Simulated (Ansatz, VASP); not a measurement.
HfO2: VASP beside Ansatz

```xyz
3
Lattice="-0.0020 2.5590 2.5388 2.5324 -0.0042 2.5650 2.5630 2.5343 0.0063" Properties=species:S:1:pos:R:3 pbc="T T T"
Hf    0.0413   -0.0601    0.0215
O     1.3146    1.2122    1.2991
O     3.8614    3.7567    3.8541
```

Measurements of this composition are mostly on another form, of space group No. 14.

Alike in both runs: functional PBE; k mesh 8 × 8 × 8; occupations gaussian, width 0.02 eV; no spin polarisation.

Ansatz relaxed the structure, and its values are those at the end. VASP's run is a single point on that final structure, the one shown.

|  | VASP | Ansatz |
| --- | --- | --- |
| version | VASP 6.6.1 | Ansatz 0.2.0 |
| potentials or method | VASP PAW PBE potentials, release 64 (Hf_pv, O) | scalar-relativistic, plane waves, PAW |
| plane-wave cutoff (eV) | 520 | 420 |
| valence electrons in the cell | 22 | 38 |

|  | VASP | Ansatz | Ansatz less VASP |
| --- | --- | --- | --- |
| gap on the k mesh at the Fermi level (eV) | 3.76 | 3.75 | -0.011 |
| least direct gap on the mesh (eV) | 3.76 | 3.75 | -0.011 |
| pressure (GPa) | -3.6 | 0.0 | +3.60 |

One of these differences is far larger than is usual between the two programs; its cause wasn't traced. The two sets of potentials don't hold the same shells in valence.

Caveats: spin-orbit coupling is left out, which moves the levels of the heavy elements. A k mesh can miss the band edges.
